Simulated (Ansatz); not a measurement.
Born–Oppenheimer molecular dynamics of a periodic cell of 16 atoms, WC (start crystal WC, start structure P-6m2, volume 1.15 times the crystal's). It goes on from the last frame of an earlier run, with new velocities.

These are results of DFT PBE, scalar-relativistic, plane waves, PAW (Ansatz 0.2.0), not measurements. Settings: PAW set soft_1, cutoff 420 eV, k mesh 2x2x2, fermi-dirac smearing 0.24 eV, no spin polarisation.

```yaml
ensemble: NVT, Langevin thermostat
time_step: 1.5 fs
steps_asked: 260
set_temperature: 2240 K
friction: 0.02 /fs
temperature_schedule: 195 steps to 300 K, then 65 steps to 300 K
seed: 750027
```

Frames 1.5 fs apart, positions in Å, forces in eV/Å.

Velocities at 15 fs (Å/ps):

```
W 1.19 3.19 -2.68
C -5.46 -11.54 16.44
W 0.60 -5.11 -1.92
C -6.02 40.68 -9.65
W -5.20 0.91 -0.92
C 21.33 -8.64 17.65
W 12.48 2.32 1.85
C 25.93 4.48 6.47
W 2.79 -2.87 -0.90
C -2.71 4.67 -4.51
W -7.63 -4.39 1.85
C 6.88 19.13 -16.12
W 0.48 0.30 -2.41
C 20.80 6.24 -5.88
W 1.95 -0.40 2.32
C 3.06 -4.41 -10.59
```

```xyz
16
Lattice="-2.9714 -5.1466 0.0000 4.4571 -2.5733 0.0000 0.0000 0.0000 5.8387" Properties=species:S:1:pos:R:3:forces:R:3 time_fs=15 energy_less_start_eV=-1.637 T=3192
W 0.129 -5.255 0.134 0.57 0.13 -1.77
C 1.901 -4.305 1.541 -2.75 -0.27 -1.09
W 0.283 -5.132 2.974 -1.01 -1.49 0.13
C 1.581 -4.603 4.678 -0.06 3.19 -3.00
W -1.372 -2.693 -0.055 1.35 -0.67 1.98
C 0.007 -1.962 1.461 3.14 1.95 -1.09
W -1.267 -2.654 2.884 -0.52 -0.70 2.01
C -0.016 -1.825 4.448 1.87 0.88 -0.64
W 1.645 -2.464 -0.097 -0.02 -3.84 1.05
C 3.302 -1.811 1.483 -2.51 1.43 -1.10
W 1.717 -2.635 2.731 -1.00 0.73 3.02
C 3.201 -1.783 4.363 -1.63 0.48 0.62
W 0.179 -0.116 0.020 -0.38 0.39 -1.14
C -1.308 -4.600 1.672 0.58 2.32 -2.66
W 0.091 0.104 2.898 2.35 -5.31 1.93
C -1.325 -4.423 4.295 0.00 0.79 1.75
16
Lattice="-2.9714 -5.1466 0.0000 4.4571 -2.5733 0.0000 0.0000 0.0000 5.8387" Properties=species:S:1:pos:R:3:forces:R:3 time_fs=16.5 energy_less_start_eV=-2.057 T=3348
W 0.130 -5.251 0.130 0.73 0.17 -1.97
C 1.893 -4.324 1.563 -2.52 -0.25 -1.36
W 0.283 -5.139 2.971 -0.94 -1.31 0.13
C 1.576 -4.540 4.662 0.20 2.74 -2.63
W -1.380 -2.692 -0.057 1.54 -0.39 1.90
C 0.040 -1.976 1.486 2.74 2.08 -1.60
W -1.249 -2.650 2.887 -0.76 -0.84 2.08
C 0.026 -1.819 4.461 1.21 0.72 -0.82
W 1.650 -2.469 -0.100 0.07 -3.71 1.14
C 3.293 -1.806 1.475 -2.26 1.20 -0.93
W 1.707 -2.642 2.735 -0.61 0.75 3.22
C 3.208 -1.754 4.338 -1.67 0.16 0.96
W 0.178 -0.116 0.017 -0.18 0.56 -1.01
C -1.276 -4.590 1.660 -0.10 2.30 -2.43
W 0.093 0.103 2.901 2.60 -5.20 1.39
C -1.322 -4.429 4.282 -0.05 1.01 1.93
16
Lattice="-2.9714 -5.1466 0.0000 4.4571 -2.5733 0.0000 0.0000 0.0000 5.8387" Properties=species:S:1:pos:R:3:forces:R:3 time_fs=18 energy_less_start_eV=-2.397 T=3373
W 0.132 -5.249 0.124 0.92 0.30 -2.20
C 1.883 -4.344 1.581 -2.28 -0.20 -1.58
W 0.283 -5.147 2.968 -0.87 -1.05 0.14
C 1.578 -4.471 4.642 0.28 2.13 -2.29
W -1.388 -2.694 -0.060 1.76 -0.13 1.86
C 0.074 -1.989 1.504 2.24 2.21 -1.97
W -1.232 -2.647 2.889 -0.96 -0.92 2.08
C 0.072 -1.811 4.481 0.45 0.56 -1.17
W 1.655 -2.476 -0.105 0.19 -3.54 1.36
C 3.280 -1.804 1.461 -1.96 0.96 -0.67
W 1.697 -2.649 2.740 -0.20 0.69 3.36
C 3.210 -1.726 4.312 -1.65 -0.16 1.27
W 0.175 -0.117 0.014 0.04 0.73 -0.85
C -1.247 -4.580 1.647 -0.70 2.25 -2.21
W 0.094 0.102 2.905 2.78 -5.04 0.88
C -1.323 -4.436 4.276 -0.05 1.23 2.00
16
Lattice="-2.9714 -5.1466 0.0000 4.4571 -2.5733 0.0000 0.0000 0.0000 5.8387" Properties=species:S:1:pos:R:3:forces:R:3 time_fs=19.5 energy_less_start_eV=-2.653 T=3254
W 0.134 -5.248 0.118 1.09 0.51 -2.42
C 1.869 -4.366 1.596 -1.97 -0.14 -1.77
W 0.281 -5.153 2.965 -0.81 -0.74 0.12
C 1.584 -4.397 4.619 0.25 1.33 -2.00
W -1.396 -2.695 -0.065 1.97 0.12 1.86
C 0.107 -1.992 1.516 1.70 2.26 -2.20
W -1.216 -2.645 2.891 -1.17 -0.90 1.98
C 0.112 -1.794 4.503 -0.28 0.35 -1.61
W 1.660 -2.483 -0.109 0.32 -3.31 1.64
C 3.265 -1.799 1.447 -1.65 0.69 -0.41
W 1.689 -2.656 2.745 0.22 0.63 3.46
C 3.212 -1.700 4.287 -1.63 -0.48 1.58
W 0.172 -0.119 0.011 0.24 0.96 -0.63
C -1.221 -4.564 1.634 -1.19 2.14 -1.99
W 0.095 0.098 2.908 2.90 -4.85 0.40
C -1.327 -4.441 4.274 0.01 1.41 2.00
16
Lattice="-2.9714 -5.1466 0.0000 4.4571 -2.5733 0.0000 0.0000 0.0000 5.8387" Properties=species:S:1:pos:R:3:forces:R:3 time_fs=21 energy_less_start_eV=-2.810 T=3245
W 0.136 -5.247 0.113 1.24 0.74 -2.64
C 1.852 -4.386 1.609 -1.61 -0.07 -1.94
W 0.278 -5.157 2.961 -0.78 -0.43 0.07
C 1.591 -4.324 4.593 0.22 0.41 -1.76
W -1.404 -2.695 -0.069 2.15 0.32 1.85
C 0.139 -1.988 1.524 1.14 2.29 -2.30
W -1.201 -2.644 2.893 -1.37 -0.81 1.79
C 0.146 -1.773 4.529 -0.91 0.10 -2.12
W 1.667 -2.490 -0.112 0.43 -2.97 1.91
C 3.251 -1.788 1.437 -1.31 0.35 -0.19
W 1.682 -2.663 2.750 0.64 0.66 3.56
C 3.212 -1.678 4.263 -1.58 -0.79 1.84
W 0.170 -0.123 0.008 0.40 1.30 -0.32
C -1.194 -4.541 1.612 -1.67 1.98 -1.64
W 0.097 0.093 2.912 3.00 -4.58 -0.06
C -1.327 -4.441 4.273 0.01 1.51 1.96
16
Lattice="-2.9714 -5.1466 0.0000 4.4571 -2.5733 0.0000 0.0000 0.0000 5.8387" Properties=species:S:1:pos:R:3:forces:R:3 time_fs=22.5 energy_less_start_eV=-2.866 T=3171
W 0.140 -5.245 0.108 1.31 0.91 -2.81
C 1.834 -4.404 1.618 -1.20 -0.02 -2.07
W 0.274 -5.159 2.957 -0.74 -0.16 0.01
C 1.600 -4.256 4.562 0.21 -0.56 -1.53
W -1.411 -2.695 -0.072 2.32 0.49 1.82
C 0.178 -1.978 1.529 0.42 2.29 -2.30
W -1.186 -2.642 2.896 -1.52 -0.66 1.50
C 0.178 -1.755 4.554 -1.49 -0.13 -2.66
W 1.673 -2.499 -0.113 0.58 -2.57 2.16
C 3.237 -1.775 1.428 -0.97 0.00 0.01
W 1.677 -2.672 2.753 1.07 0.75 3.67
C 3.209 -1.661 4.243 -1.49 -1.07 2.04
W 0.168 -0.127 0.005 0.54 1.66 0.07
C -1.168 -4.510 1.589 -2.05 1.78 -1.30
W 0.099 0.088 2.917 3.07 -4.26 -0.46
C -1.322 -4.439 4.276 -0.07 1.56 1.86
16
Lattice="-2.9714 -5.1466 0.0000 4.4571 -2.5733 0.0000 0.0000 0.0000 5.8387" Properties=species:S:1:pos:R:3:forces:R:3 time_fs=24 energy_less_start_eV=-2.826 T=3030
W 0.144 -5.241 0.103 1.32 1.02 -2.84
C 1.811 -4.419 1.621 -0.73 0.02 -2.12
W 0.268 -5.163 2.954 -0.69 0.13 -0.10
C 1.609 -4.189 4.529 0.18 -1.65 -1.34
W -1.416 -2.696 -0.074 2.44 0.63 1.77
C 0.223 -1.959 1.533 -0.41 2.26 -2.24
W -1.174 -2.642 2.899 -1.64 -0.46 1.13
C 0.208 -1.742 4.576 -2.01 -0.29 -3.15
W 1.679 -2.508 -0.112 0.78 -2.13 2.42
C 3.222 -1.768 1.420 -0.66 -0.21 0.14
W 1.673 -2.681 2.755 1.47 0.90 3.74
C 3.205 -1.647 4.226 -1.38 -1.30 2.22
W 0.168 -0.131 0.001 0.65 1.99 0.45
C -1.147 -4.470 1.572 -2.27 1.47 -1.07
W 0.102 0.082 2.922 3.11 -3.95 -0.77
C -1.316 -4.436 4.283 -0.15 1.58 1.74
16
Lattice="-2.9714 -5.1466 0.0000 4.4571 -2.5733 0.0000 0.0000 0.0000 5.8387" Properties=species:S:1:pos:R:3:forces:R:3 time_fs=25.5 energy_less_start_eV=-2.685 T=3066
W 0.147 -5.237 0.096 1.27 1.07 -2.77
C 1.788 -4.436 1.621 -0.29 0.09 -2.13
W 0.263 -5.166 2.951 -0.73 0.38 -0.21
C 1.619 -4.121 4.501 0.13 -2.89 -1.24
W -1.420 -2.697 -0.074 2.52 0.75 1.69
C 0.267 -1.935 1.532 -1.20 2.19 -2.06
W -1.162 -2.642 2.904 -1.72 -0.23 0.73
C 0.233 -1.731 4.594 -2.44 -0.41 -3.56
W 1.684 -2.517 -0.113 0.96 -1.58 2.75
C 3.203 -1.767 1.414 -0.30 -0.31 0.23
W 1.671 -2.691 2.756 1.79 1.15 3.68
C 3.199 -1.638 4.217 -1.22 -1.49 2.29
W 0.168 -0.135 -0.002 0.70 2.27 0.81
C -1.128 -4.422 1.554 -2.36 1.05 -0.82
W 0.105 0.077 2.927 3.07 -3.65 -1.02
C -1.313 -4.435 4.291 -0.18 1.61 1.61
16
Lattice="-2.9714 -5.1466 0.0000 4.4571 -2.5733 0.0000 0.0000 0.0000 5.8387" Properties=species:S:1:pos:R:3:forces:R:3 time_fs=27 energy_less_start_eV=-2.483 T=3136
W 0.150 -5.231 0.089 1.20 1.03 -2.61
C 1.767 -4.454 1.620 0.09 0.21 -2.08
W 0.258 -5.170 2.950 -0.86 0.57 -0.31
C 1.627 -4.058 4.477 0.06 -4.21 -1.25
W -1.423 -2.699 -0.074 2.57 0.89 1.59
C 0.308 -1.905 1.523 -1.83 2.04 -1.74
W -1.148 -2.643 2.909 -1.83 0.00 0.35
C 0.251 -1.717 4.605 -2.71 -0.58 -3.86
W 1.690 -2.528 -0.116 1.06 -0.83 3.13
C 3.178 -1.767 1.411 0.12 -0.35 0.28
W 1.669 -2.701 2.758 1.97 1.52 3.40
C 3.190 -1.630 4.218 -0.99 -1.60 2.19
W 0.169 -0.136 -0.005 0.68 2.52 1.17
C -1.114 -4.373 1.531 -2.35 0.57 -0.51
W 0.109 0.073 2.932 2.93 -3.34 -1.19
C -1.317 -4.427 4.301 -0.11 1.55 1.43
16
Lattice="-2.9714 -5.1466 0.0000 4.4571 -2.5733 0.0000 0.0000 0.0000 5.8387" Properties=species:S:1:pos:R:3:forces:R:3 time_fs=28.5 energy_less_start_eV=-2.242 T=3177
W 0.153 -5.226 0.082 1.09 0.93 -2.40
C 1.748 -4.471 1.614 0.41 0.37 -1.96
W 0.255 -5.175 2.946 -1.04 0.69 -0.36
C 1.638 -4.003 4.452 -0.04 -5.45 -1.22
W -1.425 -2.701 -0.073 2.58 1.04 1.48
C 0.340 -1.868 1.509 -2.21 1.78 -1.33
W -1.134 -2.644 2.914 -2.00 0.23 0.02
C 0.259 -1.700 4.615 -2.77 -0.89 -4.10
W 1.697 -2.539 -0.119 0.99 -0.02 3.49
C 3.152 -1.767 1.413 0.55 -0.36 0.25
W 1.666 -2.712 2.761 2.05 2.00 2.88
C 3.181 -1.627 4.225 -0.79 -1.59 2.03
W 0.170 -0.138 -0.009 0.65 2.84 1.55
C -1.102 -4.325 1.507 -2.28 0.07 -0.19
W 0.113 0.069 2.936 2.74 -3.04 -1.32
C -1.327 -4.412 4.313 0.06 1.38 1.20
16
Lattice="-2.9714 -5.1466 0.0000 4.4571 -2.5733 0.0000 0.0000 0.0000 5.8387" Properties=species:S:1:pos:R:3:forces:R:3 time_fs=30 energy_less_start_eV=-1.958 T=2891
W 0.158 -5.221 0.075 0.93 0.83 -2.20
C 1.732 -4.484 1.605 0.66 0.52 -1.84
W 0.252 -5.178 2.942 -1.21 0.70 -0.36
C 1.651 -3.961 4.425 -0.13 -6.49 -1.08
W -1.428 -2.702 -0.072 2.58 1.22 1.36
C 0.365 -1.824 1.498 -2.39 1.42 -0.91
W -1.122 -2.644 2.920 -2.20 0.48 -0.27
C 0.260 -1.683 4.626 -2.70 -1.28 -4.34
W 1.706 -2.549 -0.123 0.82 0.70 3.79
C 3.129 -1.770 1.414 0.91 -0.30 0.23
W 1.663 -2.722 2.764 2.07 2.56 2.19
C 3.171 -1.632 4.230 -0.60 -1.46 1.85
W 0.170 -0.140 -0.015 0.62 3.20 1.94
C -1.090 -4.274 1.481 -2.15 -0.47 0.12
W 0.118 0.064 2.939 2.53 -2.75 -1.42
C -1.341 -4.391 4.325 0.26 1.12 0.94
16
Lattice="-2.9714 -5.1466 0.0000 4.4571 -2.5733 0.0000 0.0000 0.0000 5.8387" Properties=species:S:1:pos:R:3:forces:R:3 time_fs=31.5 energy_less_start_eV=-1.665 T=2881
W 0.163 -5.217 0.069 0.79 0.72 -2.05
C 1.718 -4.491 1.593 0.83 0.62 -1.67
W 0.249 -5.179 2.938 -1.32 0.66 -0.39
C 1.664 -3.929 4.398 -0.20 -7.30 -0.81
W -1.431 -2.703 -0.069 2.58 1.48 1.16
C 0.384 -1.779 1.488 -2.43 1.02 -0.52
W -1.109 -2.645 2.930 -2.42 0.74 -0.58
C 0.253 -1.668 4.632 -2.51 -1.72 -4.51
W 1.713 -2.557 -0.128 0.57 1.28 3.99
C 3.112 -1.776 1.410 1.18 -0.20 0.28
W 1.660 -2.730 2.768 2.06 3.12 1.42
C 3.161 -1.639 4.236 -0.41 -1.28 1.61
W 0.171 -0.140 -0.021 0.57 3.57 2.27
C -1.078 -4.221 1.446 -1.98 -1.08 0.59
W 0.124 0.058 2.941 2.30 -2.42 -1.43
C -1.351 -4.370 4.338 0.39 0.80 0.65
```

Of the whole run (390 fs, mean temperature of the second half 642 K): The schedule's set-point averaged 463 K over the second half and the system 642 K, so it lags behind the ramp. A run of 0.39 ps of so small a system gives no equilibrium averages. Limits of this set-up: coarse k mesh.

The run took 26 min on 1 thread of Arm Neoverse V1, with other jobs on the host, peak memory 0.6 GiB.
